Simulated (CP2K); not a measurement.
Runs of CP2K 2026.2 on Os. Symmetry: P6_3/mmc, No. 194, hexagonal system. The conventional cell has a = 2.734 Å, b = 2.734 Å, c = 4.320 Å, α = 90.00°, β = 90.00°, γ = 120.00°. Os (site symmetry -6m2) has 12 Os at 2.68 to 2.73 Å as nearest neighbours. 

```tsv
task	level	potentials or basis	cell	k mesh	smearing	EPS_DEFAULT	NGRIDS	EXTRAPOLATION	basis sets	potentials	gap on the mesh (eV)	pressure (GPa)	relaxed volume (Å³/atom)	largest force (eV/Å)
relaxation of cell and atoms	LDA	GTH_POTENTIALS Os GTH-PADE-q16; TZVP-MOLOPT-PBE-GTH basis	relaxed	9 × 9 × 5	fermi-dirac 0.0259 eV	1.0E-9	5	USE_PREV_P	Os TZVP-MOLOPT-PBE-GTH-q16	Os GTH-PADE-q16 of GTH_POTENTIALS	none	0.0	13.15	-
band structure	LDA	GTH_POTENTIALS Os GTH-PADE-q16; TZVP-MOLOPT-PBE-GTH basis	as given	11 × 11 × 6	fermi-dirac 0.05 eV	1.0E-9	5	-	Os TZVP-MOLOPT-PBE-GTH-q16	Os GTH-PADE-q16 of GTH_POTENTIALS	none	-29.8	-	-
single point	PBE	POTENTIAL_UZH Os GTH-PBE-q16; TZVP-MOLOPT-PBE-GTH basis	as given	11 × 11 × 6	fermi-dirac 0.05 eV	1.0E-10	4	-	Os TZVP-MOLOPT-PBE-GTH-q16	Os GTH-PBE-q16 of POTENTIAL_UZH	none	(b)	-	-
band structure	PBEsol	POTENTIAL_UZH Os GTH-PBE-q16; TZVP-MOLOPT-PBE-GTH basis	as given	11 × 11 × 6	fermi-dirac 0.1 eV	1.0E-9	5	-	Os TZVP-MOLOPT-PBE-GTH-q16	Os GTH-PBE-q16 of POTENTIAL_UZH	none	-2.9	-	-
band structure	TB-mBJ	POTENTIAL_UZH Os GTH-PBE-q16; TZVP-MOLOPT-PBE-GTH basis	as given	11 × 11 × 6	fermi-dirac 0.0259 eV	1.0E-9	5	-	Os TZVP-MOLOPT-PBE-GTH-q16	Os GTH-PBE-q16 of POTENTIAL_UZH	none	-	-	-
band structure	PBE	POTENTIAL_UZH Os GTH-PBE-q16; TZVP-MOLOPT-PBE-GTH basis	as given	11 × 11 × 6	fermi-dirac 0.01 eV	1.0E-9	4	-	Os TZVP-MOLOPT-PBE-GTH-q16	Os GTH-PBE-q16 of POTENTIAL_UZH	none	6.8	-	-
band structure	PBE	POTENTIAL_UZH Os GTH-PBE-q16; TZVP-MOLOPT-PBE-GTH basis	as given	11 × 11 × 6	fermi-dirac 0.0259 eV	1.0E-9	5	-	Os TZVP-MOLOPT-PBE-GTH-q16	Os GTH-PBE-q16 of POTENTIAL_UZH	none	6.8	-	-
relaxation of cell and atoms	PBE	POTENTIAL_UZH Os GTH-PBE-q16; TZVP-MOLOPT-PBE-GTH basis	relaxed	9 × 9 × 5	fermi-dirac 0.1 eV	1.0E-9	4	USE_PREV_P	Os TZVP-MOLOPT-PBE-GTH-q16	Os GTH-PBE-q16 of POTENTIAL_UZH	none	0.0	-	0.01
relaxation of cell and atoms	PBEsol	POTENTIAL_UZH Os GTH-PBE-q16; TZVP-MOLOPT-PBE-GTH basis	relaxed	9 × 9 × 5	fermi-dirac 0.05 eV	1.0E-9	4	USE_PREV_P	Os TZVP-MOLOPT-PBE-GTH-q16	Os GTH-PBE-q16 of POTENTIAL_UZH	none	0.0	13.87	0.01
band structure	r2SCAN	POTENTIAL_UZH Os GTH-SCAN-q16; TZVP-MOLOPT-SCAN-GTH basis	as given	11 × 11 × 6	fermi-dirac 0.0259 eV	1.0E-10	5	-	Os TZVP-MOLOPT-SCAN-GTH-q16	Os GTH-SCAN-q16 of POTENTIAL_UZH	none	(a)	-	-
```

Alike in all rows: no spin polarisation.

Problem. Fill in the values left out.

Solution. (a) -1.8; (b) 6.9.

Caveats: the basis of atomic orbitals isn't converged, which shifts pressures, moduli and gaps; the potentials were made for another functional, which shifts forces and pressure (some runs); the printed path begins after the first move (some runs); a pressure of tens of GPa on the cell as given is suspect, and the run, the potentials or the cell itself is likely at fault (some runs); this is a model potential without an energy functional, so only levels have meaning (some runs); more than 0.5 GPa of stress was left at the end, so the final cell isn't listed (some runs).

A k mesh can miss the band edges, and the runs leave out spin-orbit coupling on Os.

A gap of «none» marks a metal or a gap under the smearing width.

Not every run made on this cell is shown here.
